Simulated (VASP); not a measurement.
**CaSe in VASP 6.6.1, single-point calculation**

INCAR

```
GGA = PE
LWAVE = .FALSE.
ENCUT = 520
NBANDS = 15
PREC = Accurate
NELM = 120
LCHARG = .FALSE.
LASPH = .TRUE.
SIGMA = 0.5
ISIF = 2
LREAL = .FALSE.
IBRION = -1
EDIFF = 1E-7
ISMEAR = 2
NSW = 0
```

KPOINTS

```
KPOINTS created by Atomic Simulation Environment
0
Gamma
8 8 8
0 0 0
```

POSCAR

```
Ca Se
 1.0000000000000000
     0.0000000000000000    2.9325182114000001    2.9794179578000000
     2.9325182114000001    0.0000000000000000    2.9794179578000000
     2.9325182114000001    2.9325182114000001    0.0000000000000000
 Ca  Se
   1   1
Cartesian
  0.0000000000000000  0.0000000000000000  0.0000000000000000
  2.9325182113999997  2.9325182113999997  2.9794179577999995
```

The recommended PBE PAW datasets give the neutral cell 16 valence electrons.

Command

```
mpirun -np 1 vasp_std
```

OSZICAR

```
N       E                     dE             d eps       ncg     rms          rms(c)
DAV:   1     0.105487387206E+03    0.10549E+03   -0.75411E+03  1770   0.988E+02
DAV:   2    -0.488867304281E+01   -0.11038E+03   -0.10436E+03  2204   0.243E+02
DAV:   3    -0.936775955157E+01   -0.44791E+01   -0.44367E+01  2397   0.466E+01
DAV:   4    -0.961249296670E+01   -0.24473E+00   -0.24460E+00  2494   0.884E+00
DAV:   5    -0.961401464066E+01   -0.15217E-02   -0.15216E-02  2368   0.794E-01    0.425E+00
DAV:   6    -0.947763100541E+01    0.13638E+00   -0.17820E-01  2113   0.225E+00    0.253E+00
DAV:   7    -0.946923347387E+01    0.83975E-02   -0.97071E-02  2255   0.199E+00    0.805E-01
DAV:   8    -0.947294388172E+01   -0.37104E-02   -0.11331E-02  1833   0.816E-01    0.116E-01
DAV:   9    -0.947303522151E+01   -0.91340E-04   -0.60257E-04  2339   0.253E-01    0.454E-02
DAV:  10    -0.947314658812E+01   -0.11137E-03   -0.14903E-04  1931   0.763E-02    0.158E-02
DAV:  11    -0.947316412551E+01   -0.17537E-04   -0.39883E-05  2092   0.557E-02    0.912E-03
DAV:  12    -0.947316315159E+01    0.97392E-06   -0.20190E-06  2243   0.114E-02    0.401E-03
DAV:  13    -0.947316277993E+01    0.37166E-06   -0.66739E-07  2176   0.534E-03    0.144E-03
DAV:  14    -0.947316281536E+01   -0.35431E-07   -0.14056E-08  1060   0.771E-04
   1 F= -.94731628E+01 E0= -.94726546E+01  d E =-.203288E-02
```

From OUTCAR

```
k-points           NKPTS =     59   k-points in BZ     NKDIM =     59   number of bands    NBANDS=     15

   NELECT =      16.0000    total number of electrons

   dimension x,y,z NGX =    32 NGY =   32 NGZ =   32
   dimension x,y,z NGXF=    64 NGYF=   64 NGZF=   64

  energy-cutoff  :      520.00
  volume of cell :       51.24
      direct lattice vectors                 reciprocal lattice vectors
     0.000000000  2.932518211  2.979417958    -0.170501925  0.170501925  0.167818012
     2.932518211  0.000000000  2.979417958     0.170501925 -0.170501925  0.167818012
     2.932518211  2.932518211  0.000000000     0.170501925  0.170501925 -0.167818012

 k-points in reciprocal lattice and weights: KPOINTS created by Atomic Simulation Env
   0.00000000  0.00000000  0.00000000       0.002
   0.12500000  0.00000000  0.00000000       0.016
   0.25000000  0.00000000  0.00000000       0.016
   0.37500000  0.00000000  0.00000000       0.016
   0.50000000  0.00000000  0.00000000       0.008
   0.12500000  0.12500000  0.00000000       0.004
   0.25000000  0.12500000  0.00000000       0.016
   0.37500000  0.12500000  0.00000000       0.016
   ...

 E-fermi :   2.6423

 k-point     1 :       0.0000    0.0000    0.0000
  band No.  band energies     occupation
      1     -37.2045      2.00000
      2     -18.2034      2.00000
      3     -18.1991      2.00000
      4     -18.1991      2.00000
      5      -9.3191      2.00000
      6       2.5085      1.53557
      7       2.5174      1.50366
      8       2.5174      1.50366
      9       5.8944      0.00000
     10       6.1472      0.00000
     11       6.2527      0.00000
     12       6.2527      0.00000
     13       6.7845      0.00000
     14       6.8229      0.00000
     15      12.2432      0.00000

 k-point     2 :       0.1250    0.0000    0.0000
  band No.  band energies     occupation
      1     -37.2035      2.00000
      2     -18.2187      2.00000
      3     -18.2032      2.00000
      4     -18.2001      2.00000
      5      -9.2237      2.00000
      6       1.7405      1.99411
      7       2.2653      2.06688
      8       2.2728      2.06069
      9       6.1308      0.00000
     10       6.4042      0.00000
     11       6.4615      0.00000
     12       6.8526      0.00000
     13       7.2102      0.00000
     14       7.2405      0.00000
     15      12.4236      0.00000

 k-point     3 :       0.2500    0.0000    0.0000
  band No.  band energies     occupation
      1     -37.2009      2.00000
      2     -18.2614      2.00000
      3     -18.2068      2.00000
      4     -18.2024      2.00000
      5      -8.9816      2.00000
      6       0.4902      2.00000
      7       1.7951      2.00047
      8       1.8035      2.00179
      9       6.2465      0.00000
     10       6.9380      0.00000
     11       6.9750      0.00000
     12       8.1279      0.00000
     13       8.2576      0.00000
     14       8.3618      0.00000
     15      11.9664      0.00000

 ...

  Total        0.7494361      0.7494361      0.2498735      0.0000000     -0.0000000      0.0000000
  in kB       23.4316207     23.4316207      7.8124618      0.0000000     -0.0000000      0.0000000
  external PRESSURE =      18.2252344 kB  Pullay stress =       0.0000000 kB

 POSITION                                       TOTAL-FORCE (eV/Angst)
 -----------------------------------------------------------------------------------
      0.00000      0.00000      0.00000         0.000000      0.000000     -0.000000
      2.93252      2.93252      2.97942        -0.000000     -0.000000      0.000000
 -----------------------------------------------------------------------------------
    total drift:                                0.000000     -0.000000     -0.000000

  FREE ENERGIE OF THE ION-ELECTRON SYSTEM (eV)
  ---------------------------------------------------
  free  energy   TOTEN  =        -9.4731628154 eV

  energy  without entropy=       -9.4711299351  energy(sigma->0) =       -9.47265460
```

It converged. Results: gap between bands v and c on the k mesh 1.99 eV; least direct gap on the k mesh 2.91 eV; pressure 1.8 GPa. Band v is the last that the valence electrons fill when counted band by band, and c is the next.

For comparison, a separate PBE run of the intended cell, on usual settings and not on those above, gives a gap of 2.00 eV on its mesh and a pressure of 1.8 GPa.

The run above took about 45 s on one core of a shared host (Intel Xeon Platinum 8488C) and held 0.19 GiB at most.
